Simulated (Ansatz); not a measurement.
ZnO (wurtzite): a relaxation of cell and atoms in the PAW code Ansatz (r2SCAN). It starts from the PBE minimum.

The input:
```yaml
crystal:
  lattice:
    - [3.279388745, 0.0, 0.0]
    - [-1.6396943725, 2.8400339621, 0.0]
    - [0.0, 0.0, 5.2939074201]
  atoms:
    - { symbol: Zn, position: [0.3333333333, 0.6666666667, -0.0020276074] }
    - { symbol: Zn, position: [0.6666666667, 0.3333333333, 0.4979723926] }
    - { symbol: O, position: [0.3333333333, 0.6666666667, 0.3770276074] }
    - { symbol: O, position: [0.6666666667, 0.3333333333, 0.8770276074] }
kpoints:
  mp_grid: { grid: [12, 12, 4] }
hamiltonian:
  xc: r2scan
scf:
  occupations: { method: fermi_dirac, width: 0.02 }
relax:
  f_tol: 0.005
  cell: {}
```

Command: `ansatz run input.yaml --threads 2 --pin off --max-ram 2211MiB --backend cpu --events-out ev --progress --plain --runs-dir out`.

Question: What wall time did it need on 2 threads of Arm Neoverse N1 (shared host), load about 1.0 per core, and how much host memory at the peak?

Answer: About 56 s, with a peak of 0.48 GiB.

Output, abridged:
```
Functional definition: r2SCAN
Crystal: 4 atoms, lattice volume = 49.305 Å³
Basis set: ecut = 500 eV, 1237 PW (Γ)
Bands: 22, of which v1, the nominal top of the filled ones, is band 18 counted from 1 (17 counted from 0)
Symmetry: 12 space group operations
Space group: P63mc (ITA 186)
k-points: 57 of 576 (time reversal used)
preconditioner: auto → Resta (q_TF=auto, 2.589 Å⁻¹)  ε∞=6.6  [insulator: Δε(μ)=1.309 eV  σ=0.020 eV  ℏωp=31.7 eV]
relax step 1: F+E_penalty+E_count = -7789.81352882 eV  max|allowed force component| = 3.291e-3 eV/Å  Δτ_max = 0.0000 Å  P = -5.851 GPa  Ω = 49.305 Å³
relax step 2: F+E_penalty+E_count = -7789.84522273 eV  max|allowed force component| = 4.506e-3 eV/Å  Δτ_max = 0.0011 Å  P = -2.801 GPa  Ω = 48.167 Å³
relax step 3: F+E_penalty+E_count = -7789.85406076 eV  max|allowed force component| = 1.282e-3 eV/Å  Δτ_max = 0.0007 Å  P = +0.218 GPa  Ω = 47.169 Å³
relax step 4: F+E_penalty+E_count = -7789.85406793 eV  max|allowed force component| = 9.189e-4 eV/Å  Δτ_max = 0.0002 Å  P = -0.001 GPa  Ω = 47.238 Å³
relax step 5: F+E_penalty+E_count = -7789.85279517 eV  max|allowed force component| = 9.388e-4 eV/Å  Δτ_max = 0.0000 Å  P = -0.001 GPa  Ω = 47.238 Å³  (SCF on a basis re-selected at this cell)
Free energy (F): -7789.852795 eV
Fermi energy:    7.597127 eV
--- Stress (GPa, compression-positive) ---
       -0.001393       0.000000       0.000000
        0.000000      -0.001393       0.000000
        0.000000       0.000000       0.000119
  P = ⅓ Tr σ = -0.0009 GPa (-0.009 kbar)
--- Relaxed structure (4 steps of the walk, 4 accepted, 1 SCFs on fresh bases) ---
  F+E_penalty+E_count = -7789.85279517 eV   max|allowed force component| = 9.388e-4 eV/Å
  cell:  # Å, volume = 47.2376 Å³
    - [3.235341, 0.000000, 0.000000]
    - [-1.617670, 2.801887, 0.000000]
    - [0.000000, 0.000000, 5.210952]
  atoms:
    - { symbol: Zn, position: [0.333333, 0.666667, -0.002348] }
    - { symbol: Zn, position: [0.666667, 0.333333, 0.497652] }
    - { symbol: O, position: [0.333333, 0.666667, 0.377348] }
    - { symbol: O, position: [0.666667, 0.333333, 0.877348] }
```

The walk took 4 steps and changed the volume by -4.2 %. The last SCF, on a fresh basis, lies 9.8 meV an atom below the first. At the end: the symmetry is P6_3mc (No. 186, hexagonal); a = 3.235 Å, c = 5.211 Å in the conventional setting, 11.81 Å³ an atom. Around Zn lie 4 O at 1.97–1.98 Å; around O lie 4 Zn at 1.97–1.98 Å.

(Simulation; spin polarisation is off.)
